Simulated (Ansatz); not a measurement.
The reference is ZnTe in the zinc blende structure (space group F-43m, No. 216; a = 6.066 Å). Axes: x, y, z lie along the cube axes.

Method: PBEsol (Ansatz, a quantum-chemistry and plane-wave program), no spin-orbit coupling.

Strains are applied to the cell and any free atomic positions relax; under biaxial strain the out-of-plane vector relaxes too.

One change was made to it. Results:

```json
[
 {"quantity": "band gap", "base": "1.24 eV", "after": "0.95 eV"},
 {"quantity": "energy relative to the base (free energy F)", "base": "0 meV/atom", "after": "+16 meV/atom"}
]
```

What was done to the base?
A) biaxial strain +1.06 %, plane normal [001], relaxed out of plane
B) isotropic strain +2.12 %
C) biaxial strain −2.46 %, plane normal [111], relaxed out of plane

B, isotropic strain +2.12 %. For comparison, the band gap in the other runs: biaxial strain +1.06 %, plane normal [001], relaxed out of plane gives 1.14 eV; biaxial strain −2.46 %, plane normal [111], relaxed out of plane gives 1.26 eV.

With Te present, leaving out spin-orbit coupling can change the band edges. No phonon test of stability was made.
